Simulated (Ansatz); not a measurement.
Ir:

```
Ir
1.0
     0.00000    1.91560    1.91560
     1.91560    0.00000    1.91560
     1.91560    1.91560    0.00000
Ir
1
Direct
  0.00000 0.00000 0.00000
```

Program: Ansatz 0.2.0. Alike in all runs: cell as given. Hardware: 1 thread of Arm Neoverse V1, with other jobs on the host.

Task: Order these runs on this cell by their wall time, lowest first.
A. task single point; level LDA; potentials or basis all-electron LAPW, relativistic spinors; spin SOC, no magnetisation; k mesh 9 × 9 × 9; cutoff (eV) 284; smearing methfessel-paxton 0.2 eV; basis error allowed 0.001 eV/atom; mesh quality coarse
B. task single point; level PBE; potentials or basis all-electron LAPW, scalar-relativistic; spin off; k mesh 7 × 7 × 7; cutoff (eV) 243; smearing fermi-dirac 0.06 eV; basis error allowed 0.004 eV/atom; mesh quality coarse
C. task band structure; level PBE; potentials or basis all-electron LAPW, scalar-relativistic; spin off; k mesh 12 × 12 × 12; cutoff (eV) 284; smearing fermi-dirac 0.05 eV; basis error allowed 0.001 eV/atom; mesh quality not flagged

Result: B (2.4 s), C (11 s), A (47 s).

Caveats: some runs use coarse meshes; the k mesh is thin for a metal, which can move the energy by tens of meV per atom (some runs).
